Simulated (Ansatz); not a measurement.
# FeO under changes of volume

One of the cells (10.013 Å³/atom); the others are scaled copies at fixed shape and fractional positions:

```
CELL_PARAMETERS angstrom
0.00000 2.15540 2.15540
2.15540 0.00000 2.15540
2.15540 2.15540 0.00000
ATOMIC_POSITIONS crystal
Fe 0.00000 0.00000 0.00000
O 0.50000 0.50000 0.50000
```

| Property | Result |
| --- | --- |
| Program | Ansatz 0.2.0 |
| Functional | PBE |
| Potentials or basis | all-electron LAPW, scalar-relativistic |
| Cutoff | 377 eV (chosen from the basis error) |
| Basis error allowed | 0.0005 eV/atom |
| k mesh | 11 × 11 × 11 |
| Occupations | fermi-dirac, width 0.05 eV |
| Spin | collinear spin, ferromagnetic start |
| Starting moments | [4.0, 0.0] μB |

| volume (Å³/atom) | energy over the lowest point (meV/atom) | pressure (GPa) |
| --- | --- | --- |
| 9.413 | 21.86 | 12.8 |
| 9.613 | 9.01 | 7.9 |
| 9.813 | ? | ? |
| 10.013 | 0.00 | -0.3 |
| 10.214 | 2.66 | -3.8 |
| 10.414 | 9.44 | -6.9 |
| 10.614 | 19.92 | -9.7 |

Task: What does the run at 9.813 Å³/atom give?

Result: Energy over the lowest point 1.93 meV/atom; pressure 3.6 GPa.

Worked out: A Birch-Murnaghan fit of order 3 (a polynomial in V^(-2/3)) to the other rows has its minimum at 9.99 Å³/atom with B0 = V·E''(V) = 186 GPa and B' = 4.6. It gives 1.93 meV/atom at 9.813 Å³/atom, against the run's 1.93, and -dE/dV = 3.5 GPa, against 3.6.

Energies are extrapolated to zero smearing.

Caveats: a cell with one magnetic atom can't hold antiferromagnetic order, which such compounds often take.
